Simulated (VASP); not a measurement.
# CaSe in VASP: a series of runs

The runs below take CaSe through relaxation of the atoms, single point, with PBEsol.

Program: VASP 6.6.1. These are calculated values, not measurements. Logs are shortened: lines on timing, memory, paths and dates and some standing lists are left out, and cuts for length are marked.

**Measured values to compare with.**

From a printed reference work, monograph, original work of 1988, for a bulk crystal of CaSe at 2 K: band gap 3.85 eV (indirect).

The runs below are set against these values where they give the same quantity.

## Step 1: The cell of the first run

Symmetry: R-3m, No. 166, trigonal system. Conventional cell: a = 4.160 Å, b = 4.160 Å, c = 10.114 Å, α = 90.00°, β = 90.00°, γ = 120.00°. Ca (site symmetry -3m) has 6 Se at 2.93 Å within 3.9 Å. Se (site symmetry -3m) has 6 Ca at 2.93 Å within 3.9 Å.

## Step 2: Relaxation of the atoms, PBEsol (equal xy, yz and zx engineering shears of -0.5 %)

INCAR reads:

```
SYSTEM = CaSe
PREC = Accurate
ENCUT = 520
EDIFF = 1E-6
ISMEAR = 0
SIGMA = 0.01
LREAL = .False.
LASPH = .True.
NELM = 60
ALGO = Normal
ISIF = 2
LWAVE = .False.
LCHARG = .False.
GGA = PS
IBRION = 2
NSW = 50
EDIFFG = -0.002
```

KPOINTS reads:

```
regular mesh
0
Gamma
  6 6 6
  0 0 0
```

POSCAR reads:

```
CaSe
1.0
   -0.0146722699      2.9271178527      2.9271178527
    2.9271178527     -0.0146722699      2.9271178527
    2.9271178527      2.9271178527     -0.0146722699
Ca Se
1 1
Direct
    0.0000000000      0.0000000000      0.0000000000
    0.5000000000      0.5000000000      0.5000000000
```

Potentials or basis: VASP PAW PBE potentials, release 64 (Ca_sv, Se).

On the command line:

```
cat potpaw_PBE.64/Ca_sv/POTCAR potpaw_PBE.64/Se/POTCAR > POTCAR
mpirun -np 1 vasp_std > vasp.out
```

OUTCAR:

```text
SYSTEM = CaSe
   PREC = Accurate
   ENCUT = 520
   EDIFF = 1E-6
   ISMEAR = 0
   LREAL = .False.
   LASPH = .True.
   NELM = 60
   ISIF = 2
   GGA = PS
   IBRION = 2
   NSW = 50
   EDIFFG = -0.002

 ion  position               nearest neighbor table
   1  0.000  0.000  0.000-   2 2.93   2 2.93   2 2.93   2 2.93   2 2.93   2 2.93
   2  0.500  0.500  0.500-   1 2.93   1 2.93   1 2.93   1 2.93   1 2.93   1 2.93

  LATTYP: Found a trigonal (rhomboedric) cell.
 ALAT       =     4.1395957680
 COS(alpha) =     0.4949812504

  Lattice vectors:

 A1 = (  -0.0146722699,   2.9271178527,   2.9271178527)
 A2 = (   2.9271178527,  -0.0146722699,   2.9271178527)
 A3 = (   2.9271178527,   2.9271178527,  -0.0146722699)

Analysis of symmetry for initial positions (statically):
=====================================================================
 Subroutine PRICEL returns:
 Original cell was already a primitive cell.

 Routine SETGRP: Setting up the symmetry group for a
 trigonal (rhombohedral) supercell.

 Subroutine GETGRP returns: Found 12 space group operations
 (whereof 12 operations were pure point group operations)
 out of a pool of 12 trial point group operations.

The static configuration has the point symmetry D_3d.

Analysis of symmetry for dynamics (positions and initial velocities):
=====================================================================
 Subroutine PRICEL returns:
 Original cell was already a primitive cell.

 Routine SETGRP: Setting up the symmetry group for a
 trigonal (rhombohedral) supercell.

 Subroutine GETGRP returns: Found 12 space group operations
 (whereof 12 operations were pure point group operations)
 out of a pool of 12 trial point group operations.

The dynamic configuration has the point symmetry D_3d.

 Subroutine INISYM returns: Found 12 space group operations
 (whereof 12 operations are pure point group operations),
 and found     1 'primitive' translations

----------------------------------------------------------------------------------------

                                     Primitive cell

  volume of cell :      50.5363

  direct lattice vectors                    reciprocal lattice vectors
    -0.014672270  2.927117853  2.927117853    -0.169537492  0.170391585  0.170391585
     2.927117853 -0.014672270  2.927117853     0.170391585 -0.169537492  0.170391585
     2.927117853  2.927117853 -0.014672270     0.170391585  0.170391585 -0.169537492

  length of vectors
     4.139595768  4.139595768  4.139595768     0.294634597  0.294634597  0.294634597

  position of ions in fractional coordinates (direct lattice)
     0.000000000  0.000000000  0.000000000
     0.500000000  0.500000000  0.500000000

  ion indices of the primitive-cell ions
   primitive index   ion index
                 1           1
                 2           2

----------------------------------------------------------------------------------------

 KPOINTS: regular mesh

Automatic generation of k-mesh.
 Grid dimensions read from file:
 generate k-points for:    6    6    6

 Generating k-lattice:

  Cartesian coordinates                     Fractional coordinates (reciprocal lattice)
    -0.028256249  0.028398597  0.028398597     0.166666667  0.000000000  0.000000000
     0.028398597 -0.028256249  0.028398597     0.000000000  0.166666667  0.000000000
     0.028398597  0.028398597 -0.028256249     0.000000000  0.000000000  0.166666667

  Length of vectors
     0.049105766  0.049105766  0.049105766

  Shift w.r.t. Gamma in fractional coordinates (k-lattice)
     0.000000000  0.000000000  0.000000000

 Subroutine IBZKPT returns following result:
 ===========================================

 Found     32 irreducible k-points:

 Following reciprocal coordinates:
            Coordinates               Weight
  0.000000  0.000000  0.000000      1.000000
  0.166667  0.000000  0.000000      6.000000
  0.333333  0.000000  0.000000      6.000000
  0.500000  0.000000  0.000000      3.000000
  0.166667  0.166667  0.000000      6.000000
  0.333333  0.166667  0.000000     12.000000
[... 16 lines left out ...]
  0.500000  0.500000  0.166667      6.000000
 -0.333333  0.500000  0.166667     12.000000
 [... further k-points ...]
   k-points           NKPTS =     32   k-points in BZ     NKDIM =     32   number of bands    NBANDS=     12
   number of dos      NEDOS =    301   number of ions     NIONS =      2
   total plane-waves  NPLWV =  32768
   dimension x,y,z NGX =    32 NGY =   32 NGZ =   32
   dimension x,y,z NGXF=    64 NGYF=   64 NGZF=   64
   ions per type =               1   1
   NGX,Y,Z   is equivalent  to a cutoff of  12.85, 12.85, 12.85 a.u.
   NGXF,Y,Z  is equivalent  to a cutoff of  25.70, 25.70, 25.70 a.u.
 SYSTEM =  CaSe
   PREC   = accura    normal or accurate (medium, high low for compatibility)
   ISTART =      0    job   : 0-new  1-cont  2-samecut
   ICHARG =      2    charge: 1-file 2-atom 10-const
   ISPIN  =      1    spin polarized calculation?
   LNONCOLLINEAR =      F non collinear calculations
   LSORBIT =      F    spin-orbit coupling
   LASPH  =      T    aspherical Exc in radial PAW
   ENCUT  =  520.0 eV  38.22 Ry    6.18 a.u.   7.70  7.70  7.70*2*pi/ulx,y,z
   NELM   =     60;   NELMIN=  2; NELMDL= -5     # of ELM steps
   EDIFF  = 0.1E-05   stopping-criterion for ELM
   LREAL  =      F    real-space projection
   EDIFFG = -.2E-02   stopping-criterion for IOM
   NSW    =     50    number of steps for IOM
   IBRION =      2    ionic relax: 0-MD 1-quasi-New 2-CG
   NFREE  =      1    steps in history (QN), initial steepest desc. (CG)
   ISIF   =      2    stress and relaxation
   ISYM   =      2    0-nonsym 1-usesym 2-fastsym
   POTIM  = 0.5000    time-step for ionic-motion
   TEBEG  =    0.0;   TEEND  =   0.0 temperature during run
   PSTRESS=    0.0 pullay stress
   NELECT =      16.0000    total number of electrons
   NUPDOWN=      -1.0000    fix difference up-down
   EMIN   =  10.00;   EMAX   =-10.00  energy-range for DOS
   EFERMI =   0.00;   METHOD = LEGACY
   ISMEAR =     0;   SIGMA  =   0.01  broadening in eV -4-tet -1-fermi 0-gaus
   EFERMI_NEDOS =   21; number of points for ismear=-14 and -15
   IALGO  =     38    algorithm
   IMIX   =      4    mixing-type and parameters
     AMIX     =   0.40;   BMIX     =  1.00
     AMIX_MAG =   1.60;   BMIX_MAG =  1.00
  volume/ion in A,a.u.               =      25.27       170.52
  Fermi-wavevector in a.u.,A,eV,Ry     =   1.115784  2.108527 16.938907  1.244975
  Thomas-Fermi vector in A             =   2.252392
   LORBIT       =      0    0 simple, 1 ext, 2 COOP (PROOUT), +10 PAW based schemes
   GGA     = PS    functional components
   LHFCALC =     F    Hartree Fock is set to
   AEXX    =    0.0000 exact exchange contribution
   IVDW    =     0    specifies the selected vdW correction
   LEPSILON=     F    determine dielectric tensor
   LRPA    =     F    only Hartree local field effects (RPA)
 conjugate gradient relaxation of ions
 non-spin polarized calculation
 Gauss-broadening in eV      SIGMA  =   0.01
  energy-cutoff  :      520.00
  volume of cell :       50.54
 maximum number of plane-waves:      1380
   NGX = 15   NGY = 15   NGZ = 15

 number of electron      16.0000001 magnetization

 Free energy of the ion-electron system (eV)
  ---------------------------------------------------
  ext. energy  EPLUGINS =         0.00000000
  ---------------------------------------------------
  free energy    TOTEN  =       -10.07264899 eV

  energy without entropy =      -10.07264899  energy(sigma->0) =      -10.07264899

 E-fermi :   2.6226     XC(G=0):  -9.4276

 val. band max:        2.5379874948   @ k =   0.0000   0.0000   0.0000
 cond. band min:       4.3747135548   @ k =   0.5000   0.5000  -0.0000
 fundamental gap:      1.8367260600
 Fermi energy:         2.6225518377

 k-point     1 :       0.0000    0.0000    0.0000
  band No.  band energies     occupation
      1     -36.9629      2.00000
      2     -18.0430      2.00000
      3     -18.0419      2.00000
      4     -18.0419      2.00000
      5      -9.3993      2.00000
      6       2.4952      2.00000
      7       2.4952      2.00000
      8       2.5380      2.00000
      9       5.8150      0.00000
     10       6.1252      0.00000
     11       6.1252      0.00000
     12       6.1866      0.00000

 k-point     2 :       0.1667    0.0000    0.0000
  band No.  band energies     occupation
      1     -36.9609      2.00000
      2     -18.0761      2.00000
      3     -18.0451      2.00000
      4     -18.0440      2.00000
      5      -9.2269      2.00000
      6       1.2576      2.00000
      7       2.0819      2.00000
      8       2.1188      2.00000
      9       6.0678      0.00000
     10       6.5022      0.00000
     11       6.5473      0.00000
     12       7.3215      0.00000

 k-point     3 :       0.3333    0.0000    0.0000
  band No.  band energies     occupation
      1     -36.9570      2.00000
      2     -18.1427      2.00000
      3     -18.0497      2.00000
      4     -18.0480      2.00000
      5      -8.8528      2.00000
      6      -0.2969      2.00000
      7       1.4772      2.00000
      8       1.5134      2.00000
      9       6.3741      0.00000
     10       7.3641      0.00000
     11       7.4046      0.00000
     12       8.6351      0.00000

 k-point     4 :       0.5000    0.0000    0.0000
  band No.  band energies     occupation
      1     -36.9550      2.00000
      2     -18.1752      2.00000
      3     -18.0520      2.00000
      4     -18.0501      2.00000
      5      -8.6464      2.00000
      6      -0.9233      2.00000
      7       1.2351      2.00000
      8       1.2712      2.00000
      9       6.9339      0.00000
     10       7.9973      0.00000
     11       8.0270      0.00000
     12       8.0837      0.00000

 k-point     5 :       0.1667    0.1667    0.0000
  band No.  band energies     occupation
      1     -36.9603      2.00000
      2     -18.0730      2.00000
      3     -18.0519      2.00000
      4     -18.0514      2.00000
      5      -9.1881      2.00000
      6       1.0052      2.00000
      7       2.1079      2.00000
      8       2.1413      2.00000
      9       5.5617      0.00000
     10       6.5713      0.00000
     11       6.9528      0.00000
     12       7.1056      0.00000
[... 228 lines left out ...]
      1     -36.9529      2.00000
      2     -18.1336      2.00000
      3     -18.0959      2.00000
      4     -18.0696      2.00000
      5      -8.6750      2.00000
      6      -0.1278      2.00000
      7       0.6094      2.00000
      8       1.1105      2.00000
      9       6.9071      0.00000
     10       6.9943      0.00000
     11       8.2688      0.00000
     12       8.5119      0.00000

 k-point    22 :      -0.1667    0.3333    0.1667
  band No.  band energies     occupation
      1     -36.9543      2.00000
      2     -18.1305      2.00000
      3     -18.0840      2.00000
      4     -18.0632      2.00000
      5      -8.7607      2.00000
      6      -0.1643      2.00000
      7       1.0464      2.00000
      8       1.2752      2.00000
      9       6.0072      0.00000
     10       7.5854      0.00000
     11       8.0673      0.00000
     12       8.2717      0.00000

 k-point    23 :       0.5000    0.5000    0.1667
  band No.  band energies     occupation
      1     -36.9529      2.00000
      2     -18.1339      2.00000
      3     -18.0873      2.00000
      4     -18.0730      2.00000
      5      -8.7492      2.00000
      6      -0.0854      2.00000
      7       0.9855      2.00000
      8       1.4368      2.00000
      9       5.1402      0.00000
     10       7.9585      0.00000
     11       8.3423      0.00000
     12       8.4218      0.00000

 k-point    24 :      -0.3333    0.5000    0.1667
  band No.  band energies     occupation
      1     -36.9523      2.00000
      2     -18.1234      2.00000
      3     -18.0945      2.00000
      4     -18.0863      2.00000
      5      -8.7104      2.00000
      6       0.1306      2.00000
      7       0.8535      2.00000
      8       0.9306      2.00000
      9       5.7381      0.00000
     10       7.7052      0.00000
     11       7.8769      0.00000
     12       8.3927      0.00000

 [... further k-points ...]

------------------------ aborting loop because EDIFF is reached ----------------------------------------

  FORCE on cell =-STRESS in cart. coord.  units (eV):
  Direction    XX          YY          ZZ          XY          YZ          ZX
  --------------------------------------------------------------------------------------
  -------------------------------------------------------------------------------------
  Total        0.0647179      0.0647179      0.0647179      0.0425425      0.0425425      0.0425425
  in kB        2.0517809      2.0517809      2.0517809      1.3487462      1.3487462      1.3487462
  external PRESSURE =       2.0517809 kB  Pullay stress =       0.0000000 kB

 VOLUME and BASIS-vectors are now :
 -----------------------------------------------------------------------------
  energy-cutoff  :      520.00
  volume of cell :       50.54
      direct lattice vectors                 reciprocal lattice vectors
    -0.014672270  2.927117853  2.927117853    -0.169537492  0.170391585  0.170391585
     2.927117853 -0.014672270  2.927117853     0.170391585 -0.169537492  0.170391585
     2.927117853  2.927117853 -0.014672270     0.170391585  0.170391585 -0.169537492

 POSITION                                       TOTAL-FORCE (eV/Angst)
 -----------------------------------------------------------------------------------
      0.00000      0.00000      0.00000        -0.000000      0.000000      0.000000
      2.91978      2.91978      2.91978         0.000000      0.000000     -0.000000
 -----------------------------------------------------------------------------------
    total drift:                                0.000000     -0.000000     -0.000000

  FREE ENERGIE OF THE ION-ELECTRON SYSTEM (eV)
  ---------------------------------------------------
  free  energy   TOTEN  =       -10.0726489923 eV

  energy  without entropy=      -10.0726489923  energy(sigma->0) =      -10.07264899

 reached required accuracy - stopping structural energy minimisation
```

Run time: 19 s. Hardware: 1 thread of Intel Xeon 8259CL, shared host; peak memory 0.18 GiB.

Results:

| Property | Result |
| --- | --- |
| Free energy | -10.0726 eV |
| Pressure after relaxing | 0.2 GPa |
| Band gap on the k mesh | 1.84 eV (least direct gap 2.81 eV) |

Final structure:
```
CELL_PARAMETERS angstrom
-0.01467 2.92712 2.92712
2.92712 -0.01467 2.92712
2.92712 2.92712 -0.01467
ATOMIC_POSITIONS crystal
Ca 0.00000 0.00000 0.00000
Se 0.50000 0.50000 0.50000
```

Caveat: the cell differs from its parent crystal (equal xy, yz and zx engineering shears of -0.5 %); the PAW data sets were made with another functional, which shifts forces and pressure a little. A k mesh can miss the band edges.

## Step 3: Relaxation of the atoms, PBEsol (equal xy, yz and zx engineering shears of +0.5 %)

INCAR reads:

```
SYSTEM = CaSe
ALGO = Normal
EDIFF = 1E-6
EDIFFG = -0.002
ENCUT = 520
GGA = PS
IBRION = 2
ISIF = 2
ISMEAR = 0
LASPH = .True.
LCHARG = .False.
LREAL = .False.
LWAVE = .False.
NELM = 60
NSW = 50
PREC = Accurate
SIGMA = 0.01
```

KPOINTS reads:

```
k-points
0
Gamma
  6 6 6
  0 0 0
```

POSCAR reads:

```
CaSe
1.0
    0.0146722699      2.9417901226      2.9417901226
    2.9417901226      0.0146722699      2.9417901226
    2.9417901226      2.9417901226      0.0146722699
Ca Se
1 1
Direct
    0.0000000000      0.0000000000      0.0000000000
    0.5000000000      0.5000000000      0.5000000000
```

Potentials or basis: VASP PAW PBE potentials, release 64 (Ca_sv, Se).

On the command line:

```
cat potpaw_PBE.64/Ca_sv/POTCAR potpaw_PBE.64/Se/POTCAR > POTCAR
mpirun -np 1 vasp_std > vasp.out
```

Wall time 18 s (1 thread of Intel Xeon 8259CL, shared host); peak memory 0.18 GiB.

The run converged. Its results:

| Item | Value |
| --- | --- |
| Free energy | -10.0726 eV |
| Pressure after relaxing | 0.2 GPa |
| Band gap on the k mesh | 1.85 eV (least direct gap 2.81 eV) |

Stress tensor (GPa, compression positive):
```
 0.20 -0.14 -0.14
-0.14  0.20 -0.14
-0.14 -0.14  0.20
```

Final structure:
```yaml
crystal:
  lattice:
    - [0.01467, 2.94179, 2.94179]
    - [2.94179, 0.01467, 2.94179]
    - [2.94179, 2.94179, 0.01467]
  atoms:
    - { symbol: Ca, position: [0.00000, 0.00000, 0.00000] }
    - { symbol: Se, position: [0.50000, 0.50000, 0.50000] }
```

Levels at points of the mesh, in eV from the valence-band top:
```csv
k point,band 4,band 5,band 6,band 7,band 8,band 9,band 10,band 11,band 12
"(0.00, 0.00, 0.00)",-20.57,-11.92,-0.04,0.00,0.00,3.29,3.59,3.64,3.64
"(0.50, 0.00, 0.00)",-20.57,-11.16,-3.44,-1.31,-1.27,4.39,5.47,5.54,5.55
"(0.50, 0.50, 0.00)",-20.60,-11.31,-2.64,-1.00,-0.96,1.85,5.02,5.06,6.10
"(0.50, 0.50, 0.50)",-20.57,-11.18,-3.45,-1.25,-1.25,4.43,5.48,5.51,5.51
```

Caveat: the cell differs from its parent crystal (equal xy, yz and zx engineering shears of +0.5 %); the PAW data sets were made with another functional, which shifts forces and pressure a little.

[end of part 1 of 2]
